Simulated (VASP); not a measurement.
Write the native input for VASP 6.6.1 that does the following.

| Quantity | Value |
| --- | --- |
| Task | relaxation of cell and atoms |
| Functional | PBE |
| Potentials or basis | VASP PAW PBE potentials, release 64 (C) |
| Cutoff | 600 eV |
| k mesh | 4 × 4 × 4 |
| Occupations | gaussian, width 0.1 eV |
| Spin | no spin polarisation |
| Dipole correction | no |
| Further INCAR settings | ALGO = Normal; EDIFF = 1e-06; IBRION = 2; EDIFFG = -0.025; NSW = 80; ISIF = 3 |

The structure of C lies in POSCAR:

```
C
1.0
   -0.0513520055      3.3159190293      3.2816951539
    3.2562651635     -0.0580382518      3.2883814002
    3.2602157986      3.3265559106     -0.0619888869
C
10
Direct
    0.2431277435      0.2724838097      0.2294552280
    0.8755198445      0.8657615565      0.8892983499
    0.9062462878      0.8772780986      0.3504658294
    0.8584096942      0.3364421812      0.9072837868
    0.3664848383      0.8595502616      0.8888170812
    0.6520440061      0.1296093907      0.1106368827
    0.1230933615      0.1094577065      0.6476283096
    0.1174095597      0.6498933246      0.1129656724
    0.1127438353      0.1353712303      0.1236619000
    0.7449208292      0.7641524403      0.7397869599
```

The cell was built by a generator and needn't be a form met in nature.

The cell isn't the ideal one: cell x1, atoms moved at random (sigma 0.05 Å) and cell strained at random (1.5 %), then relaxed without symmetry.

The input as run:

INCAR

```
PREC = Accurate
ENCUT = 600
EDIFF = 1E-6
ISMEAR = 0
SIGMA = 0.1
LREAL = False
LASPH = True
NELM = 60
ALGO = Normal
ISIF = 3
LWAVE = False
LCHARG = False
GGA = PE
IBRION = 2
NSW = 80
EDIFFG = -0.025
```

KPOINTS

```
regular mesh
0
Gamma
  4 4 4
```

Potentials or basis: VASP PAW PBE potentials, release 64 (C).

Command:

```sh
$ cat potpaw_PBE.64/C/POTCAR > POTCAR
$ mpirun -np 1 vasp_std > vasp.out
```

Results of the run:

| Quantity | Value |
| --- | --- |
| Relaxed volume | 7.50 Å³/atom |
| Relaxed cell | a = 4.734 Å, b = 4.734 Å, c = 4.734 Å, α = 59.99°, β = 59.99°, γ = 60.00° |
| Space group after relaxing (to 0.05 Å) | Fm-3m (No. 225) |
| Energy gained by relaxing | 191.8 meV/atom |
| Ionic steps | 15 |
| Pressure after relaxing | 0.0 GPa |
| Largest force after relaxing | 0.023 eV/Å |
| Band gap on the k mesh | 2.23 eV, indirect (least direct gap 3.47 eV) |

It took 13 min on 1 thread of Intel(R) Xeon(R) Platinum 8488C (Sapphire Rapids), on a shared host, peak memory 0.25 GiB.
